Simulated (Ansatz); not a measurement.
CdSe (Cadmoselite):

```
Cd Se
1.0
     4.30000    0.00000    0.00000
    -2.15000    3.72391    0.00000
     0.00000    0.00000    7.02000
Cd Se
2 2
Direct
  0.66667 0.33333 0.50000
  0.33333 0.66667 0.00000
  0.66667 0.33333 0.88500
  0.33333 0.66667 0.38500
```

Program: Ansatz 0.2.0. Alike in all runs: task band structure; potentials or basis Ansatz PAW; no spin polarisation; cell as given; k mesh 4 × 4 × 2; cutoff (eV) 420; smearing fermi-dirac 0.05 eV; the mesh is coarse, so values aren't converged.

Question: Order these runs on this cell by their pressure, lowest first.
A. level B3LYP
B. level HSE06
C. level HF

Answer: B (1.9 GPa), A (4.3 GPa), C (6.5 GPa).

Caveats: all runs use coarse meshes; the PAW data sets come from PBE, with cores solved anew for the run's functional, which leaves a small shift of forces and pressure; the thresholds are loose for stress.
